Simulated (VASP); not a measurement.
Write the native input for VASP 6.6.1 that does the following.

```
Task                   : electric field gradients
Functional             : LDA
Potentials or basis    : VASP PAW LDA potentials, release 64 (As)
Cutoff                 : 520 eV
k mesh                 : 9 × 9 × 9
Occupations            : gaussian, width 0.02 eV
Spin                   : no spin polarisation
Further INCAR settings : ALGO = Fast; EDIFF = 1e-08
```

The structure of As lies in POSCAR:

```
As
1.0
    1.8807968987      1.0858785957      3.5140619945
   -1.8807968987      1.0858785957      3.5140619945
    0.0000000000     -2.1717571915      3.5140619945
As
2
Direct
    0.2260000000      0.2260000000      0.2260000000
    0.7740000000      0.7740000000      0.7740000000
```

One way to write it, as run:

INCAR

```
PREC = Accurate ; ENCUT = 520
EDIFF = 1E-8 ; ISMEAR = 0
SIGMA = 0.02 ; LREAL = F
LASPH = T ; NELM = 100
ALGO = Fast ; ISIF = 2
LWAVE = F ; LCHARG = F
LEFG = T
```

KPOINTS

```
regular mesh
0
Gamma
  9 9 9
```

Potentials or basis: VASP PAW LDA potentials, release 64 (As).

Run with:

```bash
$ cat potpaw_LDA.64/As/POTCAR > POTCAR
$ mpirun -np 1 vasp_std > vasp.out
```

It gave:

- Pressure: -0.9 GPa
- Largest force: 0.336 eV/Å
- Band gap on the k mesh: none (metal or under the smearing width)

It took 42 s on 1 thread of AMD EPYC 7R13 Processor (Zen 3), on a shared host, peak memory 0.14 GiB.
